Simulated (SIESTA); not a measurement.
Here is a SIESTA 5.4.2 calculation.

The input In.fdf:

```
SystemName                      In
SystemLabel                     In
NumberOfSpecies                 1
NumberOfAtoms                   5
%block ChemicalSpeciesLabel
  1  49 In
%endblock ChemicalSpeciesLabel

LatticeConstant                 1.0 Ang
%block LatticeVectors
     3.3638438630     0.0000000000     0.0000000000
    -1.6819219315     2.9131742397     0.0000000000
     0.0000000000     0.0000000000    25.7997083600
%endblock LatticeVectors
AtomicCoordinatesFormat         Fractional
%block AtomicCoordinatesAndAtomicSpecies
     0.0000000000     0.0000000000     0.2907009605  1  In
     0.3333333300     0.6666666600     0.3953504802  1  In
     0.0000000000     0.0000000000     0.5000000000  1  In
     0.6666666700     0.3333333400     0.6046495198  1  In
     0.0000000000     0.0000000000     0.7092990395  1  In
%endblock AtomicCoordinatesAndAtomicSpecies

%block kgrid.MonkhorstPack
    9   0   0  0.0
    0   9   0  0.0
    0   0   1  0.0
%endblock kgrid.MonkhorstPack
XC.Functional                   GGA
XC.Authors                      PBE
PAO.BasisSize                   DZP
PAO.EnergyShift                 0.003 Ry
Mesh.Cutoff                     500 Ry
OccupationFunction              FD
ElectronicTemperature           0.05 eV
Slab.DipoleCorrection           vacuum
MaxSCFIterations                120
SCF.MustConverge                false
SCF.Mixer.Method                Pulay
SCF.Mixer.Weight                0.25
SCF.Mixer.History               8
SCF.DM.Tolerance                5.0e-05
SCF.H.Tolerance                 1.0e-03 eV
WriteForces                     true
Charge.Mulliken                 end
%block PAO.Basis
  In 4
  n=5 0 2
    6.996 0.000
  n=5 1 2
    9.500 0.000
  n=4 2 2
    4.106 0.000
  n=5 2 1
    9.500
%endblock PAO.Basis
```

Potentials or basis: PseudoDojo 0.4 standard (PBE files), DZP (energy shift 0.003 Ry; two zetas on semicore shells).

Launch:

```bash
$ siesta In.fdf > In.out 2>&1
```

Estimate the band gap on the k mesh.

none (metal or under the smearing width).

Estimate the largest force.

0.152 eV/Å.

Forces in eV/Å, atoms in the order of the input:
```
In   0.000  0.000 -0.152
In   0.000  0.000  0.111
In   0.000  0.000  0.000
In   0.000  0.000 -0.111
In   0.000  0.000  0.152
```

Caveat: the basis of atomic orbitals isn't converged, which shifts pressures, moduli and gaps.
